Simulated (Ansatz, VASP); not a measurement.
# PbS (Galena) in two plane-wave programs, part 2 of 2

One calculation is typed for both programs; each brings its own data sets and cutoff. How far apart do they land? The cell is taken from a series of VASP runs on this material, whose earlier steps may have relaxed, scaled or displaced it; both programs get it as it stands.

VASP 6.6.1 and Ansatz 0.2.0.

So far. Step 4 (Differences): The walks stopped with 0.00 GPa left in Ansatz and 0.00 GPa in VASP; each walk ends within a tolerance, so the volume difference is uncertain by about these residues over the bulk modulus, most in soft cells.

## 5. VASP: relaxation of cell and atoms, r2SCAN with rVV10

Level of this step: r2SCAN with rVV10; plane waves and PAW (Pb_d, S) (VASP).

The relaxed volume is the usual yardstick between codes: its relative difference is about their pressure difference at one cell divided by the bulk modulus. The cell compared in this pair holds 52.54 Å³, against 53.74 Å³ for the pair before.

File INCAR:

```
SYSTEM = PbS
PREC = Accurate
ENCUT = 450
EDIFF = 1E-06
NELM = 100
ISMEAR = 0
SIGMA = 0.03
LREAL = .FALSE.
ALGO = Normal
METAGGA = R2SCAN
LUSE_VDW = .TRUE.
IVDW_NL = 2
BPARAM = 11.95
CPARAM = 0.0093
LASPH = .TRUE.
NBANDS = 16
LORBIT = 11
LWAVE = .FALSE.
LCHARG = .FALSE.
KPAR = 4
IBRION = 2
NSW = 50
ISIF = 3
EDIFFG = -0.006
```

File POSCAR:

```
PbS
1.0
    0.0000000000      2.9727609592      2.9727609592
    2.9727609592      0.0000000000      2.9727609592
    2.9727609592      2.9727609592      0.0000000000
Pb S
1 1
Direct
    0.0000000000      0.0000000000      0.0000000000
    0.5000000000      0.5000000000      0.5000000000
```

File KPOINTS:

```
Automatic mesh
0
Gamma
6 6 6
0 0 0
```

Potentials, in the order of the species: Pb_d and S (PBE family, release 64).

Run with:

```console
$ mpirun -np 4 vasp_std
```

Numbers of over 12 decimals in the logs are rounded to 6 here.

Log:

```text
[banner, memory and clock lines left out]
running    4 mpi-ranks, on    1 nodes
[...]
|                                                                             |
|               ----> ADVICE to this user running VASP <----                  |
|                                                                             |
|     You have switched on vdW-DFT.                                           |
|     This routine was written and supplied by Jiri Klimes. We recommend      |
|     that you carefully read and cite the following publications:            |
|       J. Klimes, D.R. Bowler, A. Michelides                                 |
|          J. Phys.: Cond Matt. 22 022201 (2010)                              |
|       J. Klimes, D.R. Bowler, A. Michelides                                 |
|          Phys. Rev. B. 83, 195131 (2011)                                    |
|     and references therein.                                                 |
|                                                                             |

[...]
DAV:  13    -0.651078456858E+02   -0.13952E-05   -0.43345E-06   656   0.162E-02    0.574E-03
Total rVV10 correction in eV:      0.5023149    21.8498799
Total rVV10 correction in eV:      0.5023149    21.8498799
Total rVV10 correction in eV:      0.5023149    21.8498799
Total rVV10 correction in eV:      0.5023149    21.8498799
DAV:  14    -0.651078444229E+02    0.12629E-05   -0.32272E-06   568   0.278E-02    0.139E-03
Total rVV10 correction in eV:      0.5023140    21.8498799
Total rVV10 correction in eV:      0.5023140    21.8498799
Total rVV10 correction in eV:      0.5023140    21.8498799
Total rVV10 correction in eV:      0.5023140    21.8498799
DAV:  15    -0.651078444193E+02    0.35877E-08   -0.93413E-08   440   0.251E-03
Total rVV10 correction in eV:      0.5023158    21.8498799
Total rVV10 correction in eV:      0.5023158    21.8498799
Total rVV10 correction in eV:      0.5023158    21.8498799
Total rVV10 correction in eV:      0.5023158    21.8498799
Total rVV10 correction in eV:      0.5023154    21.8498799
Total rVV10 correction in eV:      0.5023154    21.8498799
Total rVV10 correction in eV:      0.5023154    21.8498799
Total rVV10 correction in eV:      0.5023154    21.8498799
   1 F= -.65107844E+02 E0= -.65107844E+02  d E =-.651078E+02
[...]
reached required accuracy - stopping structural energy minimisation
```

Parts of OUTCAR (step 5):

```text
  Total        0.0030690      0.0030690      0.0030690      0.0000000     -0.0000000     -0.0000000
  in kB        0.0935826      0.0935826      0.0935826      0.0000000     -0.0000000     -0.0000000
  external PRESSURE =       0.0935826 kB  Pullay stress =       0.0000000 kB

 POSITION                                       TOTAL-FORCE (eV/Angst)
 -----------------------------------------------------------------------------------
      0.00000      0.00000      0.00000        -0.000000      0.000000     -0.000000
      2.97276      2.97276      2.97276         0.000000      0.000000      0.000000
 -----------------------------------------------------------------------------------
    total drift:                               -0.000000      0.000000      0.000000

  FREE ENERGIE OF THE ION-ELECTRON SYSTEM (eV)
  ---------------------------------------------------
  free  energy   TOTEN  =       -65.1078444193 eV

  energy  without entropy=      -65.1078444193  energy(sigma->0) =      -65.10784442

[... 2 parts as in an earlier step ...]

[... 2 further parts left out ...]
[key lines of the parts left out:]
E-fermi :   5.7730
```

## 6. Ansatz: relaxation of cell and atoms, r2SCAN with rVV10

The same cell, functional, mesh and smearing now go to Ansatz, which takes its cutoff from its data sets.

The cell is taken from a series of VASP runs on this material, whose earlier steps may have relaxed, scaled or displaced it; both programs get it as it stands.

File input.yaml:

```yaml
crystal:
  lattice:
    - [0.0, 2.9727609592, 2.9727609592]
    - [2.9727609592, 0.0, 2.9727609592]
    - [2.9727609592, 2.9727609592, 0.0]
  atoms:
    - { symbol: Pb, position: [0.0, 0.0, 0.0] }
    - { symbol: S, position: [0.5, 0.5, 0.5] }
hamiltonian:
  xc: r2scan
  pseudopotentials: { kind: paw }
  dispersion: rvv10
kpoints:
  mp_grid: { grid: [6, 6, 6] }
scf:
  occupations: { method: gaussian, width: 0.03 }
relax:
  f_tol: 0.01
  max_steps: 60
  cell: { stress_tol: 0.05 }
output:
  forces: true
  stress: true
```

Run with:

```console
$ ansatz run input.yaml --threads 4 --pin off --max-ram 9216MiB --backend cpu --events-out ev --progress --plain --runs-dir out
```

Log:

```text
[...]
Crystal: 2 atoms, lattice volume = 52.542 Å³
Basis set: ecut = 500 eV, 1363 PW (Γ), exchange–correlation on 144×144×144 points (64 copies of the dense FFT grid, shifted against one another)
Bands: 14, of which v1, the nominal top of the filled ones, is band 10 counted from 1 (9 counted from 0)
Symmetry: 48 space group operations
[...]
k-points: 16 of 216
[...]
-0.000000      -0.000571      -0.000000
       -0.000000       0.000000      -0.000571
  P = ⅓ Tr σ = -0.0006 GPa (-0.006 kbar)
--- Relaxed structure (3 steps of the walk, 3 accepted, 1 SCFs on fresh bases) ---
[...]
cell:  # Å, volume = 52.4257 Å³
    - [0, 2.970559, 2.970559]
    - [2.970559, 0, 2.970559]
    - [2.970559, 2.970559, 0]
  atoms:
    - { symbol: Pb, position: [0, 0, 0] }
    - { symbol: S, position: [0.500000, 0.500000, 0.500000] }
[key lines of the parts left out:]
SCF converged after 4 iterations
Free energy (F): -12824.175318 eV
Fermi energy:    8.536571 eV
```

It took 5.1 s on 4 threads of Arm Neoverse V2, shared host; peak memory 0.53 GiB.

## 7. Side by side

The two programs side by side:

| quantity | Ansatz | VASP | difference |
| --- | --- | --- | --- |
| volume (Å³) | 52.43 | 52.54 | -0.22 % |
| edge a after relaxation, in the typed setting (Å) | 4.201 | 4.204 | -0.07 % |

The walks stopped with 0.00 GPa left in Ansatz and 0.01 GPa in VASP; each walk ends within a tolerance, so the volume difference is uncertain by about these residues over the bulk modulus, most in soft cells.

## 8. Results

| Property | Result |
| --- | --- |
| difference in volume (relaxation of cell and atoms, r2SCAN) | -0.0087 % |
| difference in volume (relaxation of cell and atoms, r2SCAN with rVV10) | -0.22 % |

In words: The difference in volume is -0.22 % (relaxation of cell and atoms, r2SCAN with rVV10), within the 1.2 % picked in this series as the mark of a large difference, as far as the stopping tolerances let one tell. Such differences can come from data sets, numerical settings and the points named under the comparisons, not from the functional's error against experiment.

[Lines on the potential files, build, host, timing and source positions are cut from VASP's logs without a mark.]

[Logs are printed without paths, hosts, clocks, repeated set-up lines and the standing remarks that a program may print on its own settings, such as how far it seeks lower states.]

[Hosts, paths, dates, database ids (printed as entryN), source tags and the programs' standing remarks are cut or masked in the printed files.]
